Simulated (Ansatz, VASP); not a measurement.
# Two plane-wave programs on Ge

```xyz
2
Lattice="0.0000 2.8662 2.8161 2.8662 0.0000 2.8161 2.8662 2.8662 0.0000" Properties=species:S:1:pos:R:3 pbc="T T T"
Ge    0.0000    0.0000    0.0000
Ge    1.4331    1.4331    1.4080
```

Alike in both runs: task single point; functional PBEsol; k mesh 10 × 10 × 10; occupations gaussian, width 0.01 eV; no spin polarisation.

|  | VASP | Ansatz |
| --- | --- | --- |
| version | VASP 6.6.1 | Ansatz 0.2.0 |
| potentials or method | VASP PAW PBE potentials, release 64 (Ge_d) | scalar-relativistic, plane waves, PAW |
| plane-wave cutoff (eV) | 520 | 600 |
| valence electrons in the cell | 28 | 28 |

Ansatz gave:

| Quantity | Value |
| --- | --- |
| gap on the k mesh at the Fermi level (eV) | 0.09 |
| least direct gap on the mesh (eV) | 0.13 |

Estimate VASP's values.

gap on the k mesh at the Fermi level (eV): 0.10; least direct gap on the mesh (eV): 0.13.

The functional is the same, so the differences come from potentials, cutoffs and numerics.
